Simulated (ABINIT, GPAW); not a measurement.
A GPAW input for a self-consistent single point of InN (F-43m, 2 atoms in the cell) (DFT PBE, plane waves, GPAW PAW datasets PBE (gpaw-data 1.0.1)):

```python
from ase import Atoms
from ase.units import GPa
from gpaw import GPAW

atoms = Atoms(['In', 'N'],
              cell=[[0.000000, 2.444132, 2.444132],
                    [2.444132, 0.000000, 2.444132],
                    [2.444132, 2.444132, 0.000000]],
              scaled_positions=[[0.000000, 0.000000, 0.000000],
                                [0.250000, 0.250000, 0.250000]],
              pbc=True)

calc = GPAW(mode={'name': 'pw', 'ecut': 950},
            xc='PBE',
            kpts=(15, 15, 15),
            occupations={'name': 'fermi-dirac', 'width': 0.1},
            nbands=-10,
            convergence={'forces': 0.001},
            symmetry={'symmorphic': False, 'tolerance': 0.0005},
            maxiter=100,
            txt='-')

atoms.calc = calc

energy = atoms.get_potential_energy()
print('Energy (eV):', round(energy, 6))
forces = atoms.get_forces()
print('Forces (eV/Ang):')
print(forces.round(5))
stress = atoms.get_stress()
print('Stress (GPa, Voigt):', (stress / GPa).round(4))
```

Question: Give the ABINIT input for the same structure, mesh, smearing and functional.

Answer: This is the input that was run; spellings and numerical settings could be chosen otherwise.

```
# InN, JTH v2.0 PBE PAW
pp_dirpath "./"
pseudos "In.GGA_PBE-JTH.xml, N.GGA_PBE-JTH.xml"
acell 3*1.0 Angstrom
rprim
        -0.0000000000    2.4441320000    2.4441320000
         2.4441320000   -0.0000000000    2.4441320000
         2.4441320000    2.4441320000   -0.0000000000
natom 2
ntypat 2
znucl 49 7
typat 1 2
xred
         0.0000000000    0.0000000000    0.0000000000
         0.2500000000    0.2500000000    0.2500000000
ecut 26 Ha
pawecutdg 52 Ha
pawxcdev 0
occopt 3
tsmear 0.1 eV
nband 14
kptopt 1
ngkpt 15 15 15
nshiftk 1
shiftk 0 0 0
nstep 60
toldfe 1.0e-09
prtwf 0
prtden 0
```

Basis settings and potentials, where a program has them, do not carry over. This input uses DFT, PBE, plane waves, PAW (JTH v2.0 PBE PAW).

The starting cell comes from a database of computed structures (which also holds hypothetical and non-ambient phases and stackings), without a prior relaxation at this level. Its lattice was rescaled by a random factor within 2.5 % of one.
